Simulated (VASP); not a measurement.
## Sc: single point with PBE

Sc:

```
Sc
1.0
    -2.10173    2.10173    2.10173
     2.10173   -2.10173    2.10173
     2.10173    2.10173   -2.10173
Sc
1
Direct
  0.00000 0.00000 0.00000
```

The cell isn't the ideal one: In replaced by Sc, lengths x 1.118, strained and moved within the space group.

| Item | Value |
| --- | --- |
| Program | VASP 6.6.1 |
| Task | single point |
| Functional | PBE |
| Potentials or basis | VASP PAW PBE potentials, release 64 (Sc_sv) |
| Cutoff | 520 eV |
| k mesh | 6 × 6 × 6 |
| Occupations | gaussian, width 0.1 eV |
| Spin | no spin polarisation |

```
Pressure               : -10.5 GPa
Band gap on the k mesh : none (metal or under the smearing width)
```

Levels at points of the mesh, in eV from the Fermi level:
```tsv
k point	band 3	band 4	band 5	band 6	band 7	band 8
(0.00, 0.00, 0.00)	-29.10	-29.10	-4.29	0.92	0.92	0.92
(0.50, 0.00, 0.00)	-29.13	-29.10	-1.27	0.06	0.27	1.69
(0.50, 0.50, 0.50)	-29.16	-29.16	-0.57	-0.57	2.29	2.29
```

Wall time 7.7 s on 1 thread of Intel(R) Xeon(R) 6975P-C (Granite Rapids), on a shared host, peak memory 0.15 GiB.
